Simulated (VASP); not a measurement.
# MoP (P-6m2) in VASP: further runs

The runs below take MoP through relaxation of cell and atoms, with PBE.

All numbers are computed with VASP 6.6.1; they aren't measurements. Logs are shortened: lines on timing, memory, paths and dates and some standing lists are left out, and cuts for length are marked.

## 1. The crystal as given

The structure is hexagonal, space group P-6m2 (No. 187). Conventional cell: a = 3.235 Å, b = 3.235 Å, c = 3.182 Å, α = 90.00°, β = 90.00°, γ = 120.00°. Mo (site symmetry -6m2) is surrounded by 6 P at 2.45 Å. P (site symmetry -6m2) has 6 Mo at 2.45 Å as nearest neighbours.

The cell is a database's computed one.

## 2. Relaxation of cell and atoms, PBE

INCAR

```
SYSTEM = MoP
PREC     = Accurate       ! precision mode
ENCUT    = 600            ! plane-wave cutoff, eV
EDIFF    = 1E-6           ! SCF threshold, eV
ISMEAR   = 1              ! smearing method
SIGMA    = 0.1            ! smearing width, eV
LREAL    = .False.        ! projectors in reciprocal space
LASPH    = .True.         ! aspherical terms in the spheres
NELM     = 120            ! most SCF steps
ALGO     = Normal         ! electronic algorithm
ISIF     = 3              ! what is computed and relaxed
LWAVE    = .False.        ! write WAVECAR
LCHARG   = .False.        ! write CHGCAR
GGA      = PE             ! functional
IBRION   = 2              ! ionic algorithm
NSW      = 80             ! ionic steps
EDIFFG   = -0.005         ! ionic threshold
KPAR     = 2
```

KPOINTS

```
regular mesh
0
Gamma
  15 15 14
  0 0 0
```

POSCAR

```
MoP
1.0
    3.2347551000      0.0000000000      0.0000000000
   -1.6173775000      2.8013801000      0.0000000000
    0.0000000000      0.0000000000      3.1822788000
Mo P
1 1
Direct
    0.0000000000      0.0000000000      0.0000000000
    0.3333333300      0.6666666700      0.5000000000
```

Potentials or basis: VASP PAW PBE potentials, release 64 (Mo_sv, P).

Launch:

```bash
cat potpaw_PBE.64/Mo_sv/POTCAR potpaw_PBE.64/P/POTCAR > POTCAR
mpirun -np 2 vasp_std > vasp.out
```

OUTCAR:

```text
SYSTEM = MoP
   PREC = Accurate
   ENCUT = 600
   EDIFF = 1E-6
   ISMEAR = 1
   LREAL = .False.
   LASPH = .True.
   NELM = 120
   ISIF = 3
   GGA = PE
   IBRION = 2
   NSW = 80
   EDIFFG = -0.005

 ion  position               nearest neighbor table
   1  0.000  0.000  0.000-   2 2.45   2 2.45   2 2.45   2 2.45   2 2.45   2 2.45
   2  0.333  0.667  0.500-   1 2.45   1 2.45   1 2.45   1 2.45   1 2.45   1 2.45

  LATTYP: Found a hexagonal cell.
 ALAT       =     3.2347551000
 C/A-ratio  =     0.9837773499

  Lattice vectors:

 A1 = (   3.2347551000,   0.0000000000,   0.0000000000)
 A2 = (  -1.6173775000,   2.8013801000,   0.0000000000)
 A3 = (   0.0000000000,   0.0000000000,   3.1822788000)

Analysis of symmetry for initial positions (statically):
=====================================================================
 Subroutine PRICEL returns:
 Original cell was already a primitive cell.

 Routine SETGRP: Setting up the symmetry group for a
 hexagonal supercell.

 Subroutine GETGRP returns: Found 12 space group operations
 (whereof 12 operations were pure point group operations)
 out of a pool of 24 trial point group operations.

The static configuration has the point symmetry D_3h.

Analysis of symmetry for dynamics (positions and initial velocities):
=====================================================================
 Subroutine PRICEL returns:
 Original cell was already a primitive cell.

 Routine SETGRP: Setting up the symmetry group for a
 hexagonal supercell.

 Subroutine GETGRP returns: Found 12 space group operations
 (whereof 12 operations were pure point group operations)
 out of a pool of 24 trial point group operations.

The dynamic configuration has the point symmetry D_3h.

 Subroutine INISYM returns: Found 12 space group operations
 (whereof 12 operations are pure point group operations),
 and found     1 'primitive' translations

----------------------------------------------------------------------------------------

                                     Primitive cell

  volume of cell :      28.8371

  direct lattice vectors                    reciprocal lattice vectors
     3.234755100  0.000000000  0.000000000     0.309142414  0.178483450  0.000000000
    -1.617377500  2.801380100  0.000000000     0.000000000  0.356966911  0.000000000
     0.000000000  0.000000000  3.182278800     0.000000000  0.000000000  0.314240223

  length of vectors
     3.234755100  3.234755082  3.182278800     0.356966909  0.356966911  0.314240223

  position of ions in fractional coordinates (direct lattice)
     0.000000000  0.000000000  0.000000000
     0.333333330  0.666666670  0.500000000

  ion indices of the primitive-cell ions
   primitive index   ion index
                 1           1
                 2           2

----------------------------------------------------------------------------------------

 KPOINTS: regular mesh

Automatic generation of k-mesh.
 Grid dimensions read from file:
 generate k-points for:   15   15   14

 Generating k-lattice:

  Cartesian coordinates                     Fractional coordinates (reciprocal lattice)
     0.020609494  0.011898897  0.000000000     0.066666667 -0.000000000  0.000000000
     0.000000000  0.023797794  0.000000000     0.000000000  0.066666667  0.000000000
     0.000000000  0.000000000  0.022445730     0.000000000  0.000000000  0.071428571

  Length of vectors
     0.023797794  0.023797794  0.022445730

  Shift w.r.t. Gamma in fractional coordinates (k-lattice)
     0.000000000  0.000000000  0.000000000

 Subroutine IBZKPT returns following result:
 ===========================================

 Found    216 irreducible k-points:

 Following reciprocal coordinates:
            Coordinates               Weight
  0.000000  0.000000  0.000000      1.000000
  0.066667  0.000000  0.000000      6.000000
  0.133333 -0.000000  0.000000      6.000000
  0.200000  0.000000  0.000000      6.000000
  0.266667 -0.000000  0.000000      6.000000
  0.333333 -0.000000  0.000000      6.000000
[... 16 lines left out ...]
  0.333333  0.200000  0.000000     12.000000
  0.400000  0.200000  0.000000      6.000000
 [... further k-points ...]
   k-points           NKPTS =    216   k-points in BZ     NKDIM =    216   number of bands    NBANDS=     13
   number of dos      NEDOS =    301   number of ions     NIONS =      2
   total plane-waves  NPLWV =  21952
   dimension x,y,z NGX =    28 NGY =   28 NGZ =   28
   dimension x,y,z NGXF=    56 NGYF=   56 NGZF=   56
   ions per type =               1   1
   NGX,Y,Z   is equivalent  to a cutoff of  14.39, 14.39, 14.63 a.u.
   NGXF,Y,Z  is equivalent  to a cutoff of  28.78, 28.78, 29.26 a.u.
 SYSTEM =  MoP
   PREC   = accura    normal or accurate (medium, high low for compatibility)
   ISTART =      0    job   : 0-new  1-cont  2-samecut
   ICHARG =      2    charge: 1-file 2-atom 10-const
   ISPIN  =      1    spin polarized calculation?
   LNONCOLLINEAR =      F non collinear calculations
   LSORBIT =      F    spin-orbit coupling
   LASPH  =      T    aspherical Exc in radial PAW
   ENCUT  =  600.0 eV  44.10 Ry    6.64 a.u.   6.46  6.46  6.36*2*pi/ulx,y,z
   NELM   =    120;   NELMIN=  2; NELMDL= -5     # of ELM steps
   EDIFF  = 0.1E-05   stopping-criterion for ELM
   LREAL  =      F    real-space projection
   EDIFFG = -.5E-02   stopping-criterion for IOM
   NSW    =     80    number of steps for IOM
   IBRION =      2    ionic relax: 0-MD 1-quasi-New 2-CG
   NFREE  =      1    steps in history (QN), initial steepest desc. (CG)
   ISIF   =      3    stress and relaxation
   ISYM   =      2    0-nonsym 1-usesym 2-fastsym
   POTIM  = 0.5000    time-step for ionic-motion
   TEBEG  =    0.0;   TEEND  =   0.0 temperature during run
   PSTRESS=    0.0 pullay stress
   NELECT =      19.0000    total number of electrons
   NUPDOWN=      -1.0000    fix difference up-down
   EMIN   =  10.00;   EMAX   =-10.00  energy-range for DOS
   EFERMI =   0.00;   METHOD = LEGACY
   ISMEAR =     1;   SIGMA  =   0.10  broadening in eV -4-tet -1-fermi 0-gaus
   EFERMI_NEDOS =   21; number of points for ismear=-14 and -15
   IALGO  =     38    algorithm
   IMIX   =      4    mixing-type and parameters
     AMIX     =   0.40;   BMIX     =  1.00
     AMIX_MAG =   1.60;   BMIX_MAG =  1.00
  volume/ion in A,a.u.               =      14.42        97.30
  Fermi-wavevector in a.u.,A,eV,Ry     =   1.424543  2.691995 27.610601  2.029322
  Thomas-Fermi vector in A             =   2.545023
   LORBIT       =      0    0 simple, 1 ext, 2 COOP (PROOUT), +10 PAW based schemes
   GGA     = PE    functional components
   LHFCALC =     F    Hartree Fock is set to
   AEXX    =    0.0000 exact exchange contribution
   IVDW    =     0    specifies the selected vdW correction
   LEPSILON=     F    determine dielectric tensor
   LRPA    =     F    only Hartree local field effects (RPA)
 conjugate gradient relaxation of ions
 non-spin polarized calculation
 Methfessel and Paxton  Order N= 1 SIGMA  =   0.10
  energy-cutoff  :      600.00
  volume of cell :       28.84
 maximum number of plane-waves:       990
 NGX is ok and might be reduce to    28
   NGX = 13   NGY = 13   NGZ = 13

--------------------------------------- Ionic step        1  -------------------------------------------

 number of electron      18.9999999 magnetization

 Free energy of the ion-electron system (eV)
  ---------------------------------------------------
  ext. energy  EPLUGINS =         0.00000000
  ---------------------------------------------------
  free energy    TOTEN  =       -17.66605586 eV

  energy without entropy =      -17.66593419  energy(sigma->0) =      -17.66601530

------------------------ aborting loop because EDIFF is reached ----------------------------------------

  FORCE on cell =-STRESS in cart. coord.  units (eV):
  Direction    XX          YY          ZZ          XY          YZ          ZX
  --------------------------------------------------------------------------------------
  -------------------------------------------------------------------------------------
  Total        0.2845650      0.2845650      0.4665496      0.0000000     -0.0000000      0.0000000
  in kB       15.8103118     15.8103119     25.9212980      0.0000003     -0.0000000      0.0000000
  external PRESSURE =      19.1806406 kB  Pullay stress =       0.0000000 kB
[... 89 lines left out ...]
  FREE ENERGIE OF THE ION-ELECTRON SYSTEM (eV)
  ---------------------------------------------------
  free  energy   TOTEN  =       -17.6675668135 eV

  energy  without entropy=      -17.6674101264  energy(sigma->0) =      -17.66751458

[... ionic steps 4 to 7 ...]

--------------------------------------- Ionic step        8  -------------------------------------------

 number of electron      18.9999999 magnetization

------------------------ aborting loop because EDIFF is reached ----------------------------------------

  FORCE on cell =-STRESS in cart. coord.  units (eV):
  Direction    XX          YY          ZZ          XY          YZ          ZX
  --------------------------------------------------------------------------------------
  -------------------------------------------------------------------------------------
  Total       -0.0003281     -0.0003281     -0.0135287     -0.0000000     -0.0000000     -0.0000000
  in kB       -0.0180807     -0.0180807     -0.7455032     -0.0000000     -0.0000000     -0.0000000
  external PRESSURE =      -0.2605549 kB  Pullay stress =       0.0000000 kB
[... 57 lines left out ...]
  energy  without entropy=      -17.6674051723  energy(sigma->0) =      -17.66751560

--------------------------------------- Ionic step       10  -------------------------------------------

 number of electron      18.9999999 magnetization

 Free energy of the ion-electron system (eV)
  ---------------------------------------------------
  ext. energy  EPLUGINS =         0.00000000
  ---------------------------------------------------
  free energy    TOTEN  =       -17.66757065 eV

  energy without entropy =      -17.66740616  energy(sigma->0) =      -17.66751582

 E-fermi :  11.7102     XC(G=0): -12.5320

 val. band max:       11.7062687918   @ k =   0.2667   0.0667   0.3571
 cond. band min:      11.7108285986   @ k =   0.3333   0.0667   0.1429
 fundamental gap:      0.0045598068
 Fermi energy:        11.7102182219

 k-point     1 :       0.0000    0.0000    0.0000
  band No.  band energies     occupation
      1     -49.4772      2.00000
      2     -23.6197      2.00000
      3     -23.4285      2.00000
      4     -23.4285      2.00000
      5      -2.1095      2.00000
      6       7.6283      2.00000
      7       8.4422      2.00000
      8       8.4422      2.00000
      9      11.0574      2.00000
     10      12.0018     -0.00030
     11      12.0018     -0.00030
     12      15.8011      0.00000
     13      15.8011      0.00000
[... 353 lines left out ...]
 k-point    24 :       0.4000    0.2000    0.0000
  band No.  band energies     occupation
      1     -49.4446      2.00000
      2     -23.7130      2.00000
      3     -23.5731      2.00000
      4     -23.5722      2.00000
      5       0.7122      2.00000
      6       4.9233      2.00000
      7       7.2048      2.00000
      8       7.9929      2.00000
      9      10.5847      2.00000
     10      10.9358      2.00000
     11      12.5820     -0.00000
     12      13.3345     -0.00000
     13      17.7147      0.00000

 [... further k-points ...]
[... 5 lines left out ...]
  --------------------------------------------------------------------------------------
  -------------------------------------------------------------------------------------
  Total        0.0048755      0.0048755     -0.0018309      0.0000000      0.0000000      0.0000000
  in kB        0.2687387      0.2687387     -0.1009176      0.0000000      0.0000000      0.0000000
  external PRESSURE =       0.1455199 kB  Pullay stress =       0.0000000 kB
[... 17 lines left out ...]
  FREE ENERGIE OF THE ION-ELECTRON SYSTEM (eV)
  ---------------------------------------------------
  free  energy   TOTEN  =       -17.6675706480 eV

  energy  without entropy=      -17.6674061611  energy(sigma->0) =      -17.66751582

 reached required accuracy - stopping structural energy minimisation
```

It took 1.8 min on 2 MPI ranks of AMD EPYC 9R14 (Zen 4), shared host; peak memory 0.21 GiB.

What came out:

- Free energy: -17.6676 eV
- Relaxed volume: 14.53 Å³/atom
- Relaxed cell: a = 3.241 Å, b = 3.241 Å, c = 3.195 Å, α = 90.00°, β = 90.00°, γ = 120.00°
- Space group after relaxing (to 0.05 Å): P-6m2 (No. 187)
- Energy gained by relaxing: 0.8 meV/atom
- Ionic steps: 10
- Pressure after relaxing: 0.0 GPa
- Band gap on the k mesh: none (metal or under the smearing width)

The path:
| step | energy change (eV) | largest force (eV/Å) | pressure (GPa) | volume (Å³) |
| --- | --- | --- | --- | --- |
| 1 | 0.0000 | 0.0000 | 1.92 | 28.84 |
| 2 | 0.0044 | 0.0000 | -3.68 | 29.56 |
| 3 | -0.0015 | 0.0000 | -0.03 | 29.08 |
| 4 | -0.0015 | 0.0000 | -0.02 | 29.07 |
| 5 | -0.0015 | 0.0000 | 0.01 | 29.07 |
| 6 | -0.0015 | 0.0000 | 0.08 | 29.06 |
| 7 | -0.0015 | 0.0000 | 0.08 | 29.06 |
| 8 | -0.0015 | 0.0000 | -0.03 | 29.07 |
| 9 | -0.0015 | 0.0000 | -0.03 | 29.07 |
| 10 | -0.0015 | 0.0000 | 0.01 | 29.07 |

Final structure:
```xyz
2
Lattice="3.2411 0.0000 0.0000 -1.6205 2.8068 0.0000 0.0000 0.0000 3.1952" Properties=species:S:1:pos:R:3 pbc="T T T"
Mo    0.0000    0.0000    0.0000
P     0.0000    1.8712    1.5976
```

## 3. Relaxation of cell and atoms, PBE

This run uses another cell than the first one, of 14.53 Å³/atom, 1.008 times its volume.

INCAR is that of step 2.

KPOINTS is that of step 2.

POSCAR

```
MoP                                     
1.0
    3.2410517787      0.0000000001      0.0000000000
   -1.6205258391      2.8068331837      0.0000000000
    0.0000000000     -0.0000000000      3.1951855202
  Mo              P             
     1     1
Direct
     0.0000000000000000    0.0000000000000000    0.0000000000000000
     0.3333333300000021    0.6666666699999979    0.5000000000000000
```

Potentials or basis: VASP PAW PBE potentials, release 64 (Mo_sv, P).

Launch:

```bash
cat potpaw_PBE.64/Mo_sv/POTCAR potpaw_PBE.64/P/POTCAR > POTCAR
mpirun -np 2 vasp_std > vasp.out
```

Wall time 27 s (2 MPI ranks of AMD EPYC 9R14 (Zen 4), shared host); peak memory 0.21 GiB.

It converged, with:

```yaml
Free_energy: -17.6677 eV
Pressure_after_relaxing: 0.0 GPa
Band_gap_on_the_k_mesh: none (metal or under the smearing width)
```

Final structure:
```xyz
2
Lattice="3.2411 0.0000 0.0000 -1.6205 2.8068 0.0000 0.0000 0.0000 3.1952" Properties=species:S:1:pos:R:3 pbc="T T T"
Mo    0.0000    0.0000    0.0000
P     0.0000    1.8712    1.5976
```

Levels at points of the mesh, in eV from the Fermi level:
| k point | band 7 | band 8 | band 9 | band 10 | band 11 | band 12 | band 13 |
| --- | --- | --- | --- | --- | --- | --- | --- |
| (0.00, 0.00, 0.00) | -3.27 | -3.27 | -0.65 | 0.29 | 0.29 | 4.09 | 4.09 |
| (0.00, 0.00, 0.50) | -2.70 | -2.70 | -1.63 | -1.63 | 1.38 | 2.92 | 2.92 |

Caveat: the relaxation stopped at its first step, so nothing moved.
